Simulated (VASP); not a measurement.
Here is a VASP 6.6.1 calculation.

File INCAR:

```
SYSTEM = Li
PREC = Accurate
ENCUT = 580
EDIFF = 1E-7
ISMEAR = 0
SIGMA = 0.1
LREAL = .False.
LASPH = .True.
NELM = 80
ALGO = Normal
ISIF = 3
LWAVE = .False.
LCHARG = .False.
GGA = PS
IBRION = 2
NSW = 90
EDIFFG = -0.005
```

KPOINTS

```
regular mesh
0
Gamma
  16 16 16
  0 0 0
```

POSCAR

```
Li
1.0
   -1.7392550000      1.7392550000      1.7392550000
    1.7392550000     -1.7392550000      1.7392550000
    1.7392550000      1.7392550000     -1.7392550000
Li
1
Direct
    0.0000000000      0.0000000000      0.0000000000
```

Potentials or basis: VASP PAW PBE potentials, release 64 (Li).

The run is started by

```sh
$ cat potpaw_PBE.64/Li/POTCAR > POTCAR
$ mpirun -np 1 vasp_std > vasp.out
```

Question: Estimate the relaxed cell.

Answer: a = 2.982 Å, b = 2.982 Å, c = 2.982 Å, α = 109.47°, β = 109.47°, γ = 109.47°.

Question: What does it give for the band gap on the k mesh?

Answer: None (metal or under the smearing width).

Question: Predict the relaxed volume.

Answer: 20.42 Å³/atom.

Question: What does it give for the space group after relaxing (to 0.05 Å)?

Answer: Im-3m (No. 229).

Step by step:
```tsv
step	energy change (eV)	largest force (eV/Å)	pressure (GPa)	volume (Å³)
1	0.0000	0.0000	-0.39	21.05
2	-0.0003	0.0000	-0.30	20.89
3	-0.0008	0.0000	-0.05	20.49
4	-0.0008	0.0000	0.00	20.42
```

Caveat: the PAW data sets were made with another functional, which shifts forces and pressure a little.
